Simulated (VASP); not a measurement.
# W (Im-3m) in VASP: a series of runs, part 2 of 2

VASP 6.6.1. The steps go on from the part before.

## Step 6: Band structure, rSCAN

Input file INCAR:

```
ALGO     = Normal         # electronic algorithm
EDIFF    = 1E-6           # SCF threshold, eV
ENCUT    = 520            # plane-wave cutoff, eV
ISIF     = 2              # what is computed and relaxed
ISMEAR   = -1             # smearing method
LASPH    = True           # aspherical terms in the spheres
LCHARG   = False          # write CHGCAR
LMAXMIX  = 4              # l up to which the mixer works
LMIXTAU  = True         
LREAL    = False          # projectors in reciprocal space
LWAVE    = False          # write WAVECAR
METAGGA  = RSCAN          # meta-GGA
NELM     = 60             # most SCF steps
PREC     = Accurate       # precision mode
SIGMA    = 0.05           # smearing width, eV
```

Input file KPOINTS:

```
k-points
0
Gamma
  12 12 12
```

Input file POSCAR:

```
W
1.0
   -1.5823450000      1.5823450000      1.5823450000
    1.5823450000     -1.5823450000      1.5823450000
    1.5823450000      1.5823450000     -1.5823450000
W
1
Direct
    0.0000000000      0.0000000000      0.0000000000
```

Input file KPOINTS_OPT:

```
path GHNGPH,PN
15
line-mode
reciprocal
 0.0000000000  0.0000000000  0.0000000000  G
 0.5000000000 -0.5000000000  0.5000000000  H

 0.5000000000 -0.5000000000  0.5000000000  H
 0.0000000000  0.0000000000  0.5000000000  N

 0.0000000000  0.0000000000  0.5000000000  N
 0.0000000000  0.0000000000  0.0000000000  G

 0.0000000000  0.0000000000  0.0000000000  G
 0.2500000000  0.2500000000  0.2500000000  P

 0.2500000000  0.2500000000  0.2500000000  P
 0.5000000000 -0.5000000000  0.5000000000  H

 0.2500000000  0.2500000000  0.2500000000  P
 0.0000000000  0.0000000000  0.5000000000  N
```

Potentials or basis: VASP PAW PBE potentials, release 64 (W_sv).

Command:

```
$ cat potpaw_PBE.64/W_sv/POTCAR > POTCAR
$ mpirun -np 1 vasp_std > vasp.out
```

OUTCAR:

```text
EDIFF = 1E-6
   ENCUT = 520
   ISIF = 2
   ISMEAR = -1
   LASPH = True
   LREAL = False
   METAGGA = RSCAN
   NELM = 60
   PREC = Accurate

 ion  position               nearest neighbor table
   1  0.000  0.000  0.000-

  LATTYP: Found a body centered cubic cell.
 ALAT       =     3.1646900000

  Lattice vectors:

 A1 = (  -1.5823450000,   1.5823450000,   1.5823450000)
 A2 = (   1.5823450000,  -1.5823450000,   1.5823450000)
[... 514 lines left out ...]
     10      18.8901      0.00000
     11      21.7557      0.00000

 [... further k-points ...]

------------------------ aborting loop because EDIFF is reached ----------------------------------------

  FORCE on cell =-STRESS in cart. coord.  units (eV):
  Direction    XX          YY          ZZ          XY          YZ          ZX
  --------------------------------------------------------------------------------------
  -------------------------------------------------------------------------------------
  Total        0.2460421      0.2460421      0.2460421      0.0000000     -0.0000000      0.0000000
  in kB       24.8746227     24.8746227     24.8746227      0.0000000     -0.0000000      0.0000000
  external PRESSURE =      24.8746227 kB  Pullay stress =       0.0000000 kB

 VOLUME and BASIS-vectors are now :
 -----------------------------------------------------------------------------
  energy-cutoff  :      520.00
  volume of cell :       15.85
      direct lattice vectors                 reciprocal lattice vectors
    -1.582345000  1.582345000  1.582345000     0.000000000  0.315986716  0.315986716
     1.582345000 -1.582345000  1.582345000     0.315986716  0.000000000  0.315986716
     1.582345000  1.582345000 -1.582345000     0.315986716  0.315986716  0.000000000

 POSITION                                       TOTAL-FORCE (eV/Angst)
 -----------------------------------------------------------------------------------
      0.00000      0.00000      0.00000         0.000000     -0.000000     -0.000000
 -----------------------------------------------------------------------------------
    total drift:                                0.000000     -0.000000      0.000000

  FREE ENERGIE OF THE ION-ELECTRON SYSTEM (eV)
  ---------------------------------------------------
  free  energy   TOTEN  =       -88.0553227603 eV

  energy  without entropy=      -88.0514221844  energy(sigma->0) =      -88.05337247
```

OSZICAR:

```text
N       E                     dE             d eps       ncg     rms          rms(c)
DAV:   1     0.749820433532E+00    0.74982E+00   -0.81197E+03  1584   0.148E+03
DAV:   2    -0.909515053543E+02   -0.91701E+02   -0.88518E+02  1683   0.342E+02
DAV:   3    -0.925191828798E+02   -0.15677E+01   -0.15546E+01  1803   0.446E+01
[... 21 lines left out ...]
DAV:   7    -0.181581951442E+05   -0.30490E-05     1235
DAV:   8    -0.181581951445E+05   -0.31591E-06      990
       N       E                     dE             ncg
DAV:   1     0.251826794284E+05   -0.15744E+05      404
DAV:   2     0.235574508237E+05   -0.16252E+04      411
DAV:   3     0.235302952691E+05   -0.27156E+02      464
DAV:   4     0.235301161484E+05   -0.17912E+00      425
DAV:   5     0.235301147002E+05   -0.14482E-02      450
DAV:   6     0.235301146757E+05   -0.24452E-04      447
DAV:   7     0.235301146752E+05   -0.52096E-06      319
```

stdout:

```text
POSCAR found type information on POSCAR W
 POSCAR found :  1 types and       1 ions
 scaLAPACK will be used
 -----------------------------------------------------------------------------
|                                                                             |
|                                                                             |
|     You enforced a specific xc type in the INCAR file but a different       |
|     I HOPE YOU KNOW WHAT YOU ARE DOING!                                     |
|                                                                             |
 -----------------------------------------------------------------------------

 LDA part: xc-table for (None), standard interpolation
 POSCAR, INCAR and KPOINTS ok, starting setup
 FFT: planning ... GRIDC
 FFT: planning ... GRID_SOFT
 FFT: planning ... GRID
 WAVECAR not read
 entering main loop
 Start KPOINTS_OPT (optional k-point list driver)
k-point batch [1-72\90]
k-point batch [73-90\90]
```

It took 41 s on 1 thread of Intel Xeon Platinum 8488C (Sapphire Rapids), shared host; peak memory 0.14 GiB.

Results:

| Property | Result |
| --- | --- |
| Free energy | -88.0553 eV |
| Pressure | 2.5 GPa |
| Band gap along the path | none (metal or under the smearing width) |

Levels at the corners of the path, in eV from the Fermi level:
```tsv
point	band 3	band 4	band 5	band 6	band 7	band 8	band 9	band 10	band 11
Γ	-38.85	-38.85	-9.93	-1.16	-1.16	-1.16	2.68	2.68	15.35
H	-39.80	-39.80	-5.87	-5.87	5.43	5.43	5.43	8.68	8.68
H	-39.80	-39.80	-5.87	-5.87	5.43	5.43	5.43	8.68	8.68
N	-39.29	-38.85	-6.40	-3.62	0.70	2.51	3.55	6.43	11.76
N	-39.29	-38.85	-6.40	-3.62	0.70	2.51	3.55	6.43	11.76
Γ	-38.85	-38.85	-9.93	-1.16	-1.16	-1.16	2.68	2.68	15.35
Γ	-38.85	-38.85	-9.93	-1.16	-1.16	-1.16	2.68	2.68	15.35
P	-39.54	-39.54	-3.04	-3.04	-3.04	3.73	3.73	7.32	12.84
P	-39.54	-39.54	-3.04	-3.04	-3.04	3.73	3.73	7.32	12.84
H	-39.80	-39.80	-5.87	-5.87	5.43	5.43	5.43	8.68	8.68
P	-39.54	-39.54	-3.04	-3.04	-3.04	3.73	3.73	7.32	12.84
N	-39.29	-38.85	-6.40	-3.62	0.70	2.51	3.55	6.43	11.76
```

Caveat: the PAW data sets were made with another functional, which shifts forces and pressure a little; spin-orbit coupling is left out, which moves the levels of the heavy elements.

## Step 7: For comparison

An earlier run on the cell as given: functional PBE; potentials or basis VASP PAW PBE potentials, release 64 (W_sv); cutoff 520 eV; k mesh 12 × 12 × 12; occupations fermi-dirac, width 0.05 eV; no spin polarisation.

- Pressure: 6.4 GPa
- Band gap on the k mesh: none (metal or under the smearing width)

## Step 8: Summary

| task | level | spin | k mesh | pressure (GPa) |
| --- | --- | --- | --- | --- |
| band structure | r2SCAN | off | 12 × 12 × 12 | 2.8 |
| band structure | r2SCAN | SOC, no magnetisation | 9 × 9 × 9 | 3.4 |
| band structure | SCAN | off | 12 × 12 × 12 | -3.8 |
| band structure | SCAN | SOC, no magnetisation | 9 × 9 × 9 | -3.1 |
| band structure | rSCAN | off | 12 × 12 × 12 | 2.5 |
| single point | PBE | off | 12 × 12 × 12 | 6.4 |

Alike in all rows: potentials or basis VASP PAW PBE potentials, release 64 (W_sv); cell as given; cutoff (eV) 520; smearing fermi-dirac 0.05 eV.

The pressure there spans -3.8 GPa (SCAN) to 6.4 GPa (PBE); a positive pressure means that this level wants a larger cell, a negative one a smaller.

Caveats: the PAW data sets were made with another functional, which shifts forces and pressure a little (some runs); spin-orbit coupling is left out, which moves the levels of the heavy elements (some runs).

Absolute energies hang on the potentials; compare differences alone.
